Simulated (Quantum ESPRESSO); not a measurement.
BN, 2 atoms in the cell. The structure is cubic, space group F-43m (No. 216). The conventional cell has a = 3.626 Å, b = 3.626 Å, c = 3.626 Å, α = 90.00°, β = 90.00°, γ = 90.00°. N (site symmetry -43m) is surrounded by 4 B at 1.57 Å. B (site symmetry -43m) has 4 N at 1.57 Å as nearest neighbours. The cell is a database's computed one.

- Program: Quantum ESPRESSO 7.5
- Task: dielectric tensor
- Functional: PBEsol
- Potentials or basis: GBRV 1.5 PBEsol
- Cutoff: 612 eV
- Density cutoff: 4898 eV
- k mesh: 4 × 4 × 4, shifted
- Occupations: fermi-dirac, width 0.05 eV
- Spin: no spin polarisation
- Mixing beta: 0.5
- Most SCF iterations: 120
- SCF threshold: 4e-10 Ry

Potentials or basis: GBRV 1.5 PBEsol.

Run with:

```bash
$ OMP_NUM_THREADS=1 pw.x -in pw.in > pw.out
$ OMP_NUM_THREADS=1 pw.x -in scf2.in > scf2.out
$ OMP_NUM_THREADS=1 ph.x -in ph.in > ph.out
```

Hardware: 1 thread of Intel(R) Xeon(R) Processor @ 2.50GHz (Skylake/Cascade Lake), with other jobs on the host.

**Question.** How long does it take, and how much memory?

**Answer.** Wall time 16 s on 1 thread of Intel(R) Xeon(R) Processor @ 2.50GHz (Skylake/Cascade Lake) (shared host), peak memory 0.05 GiB. Counts: scf iterations 11, k pools 1, bands 9, k points 10, g dense 9377.
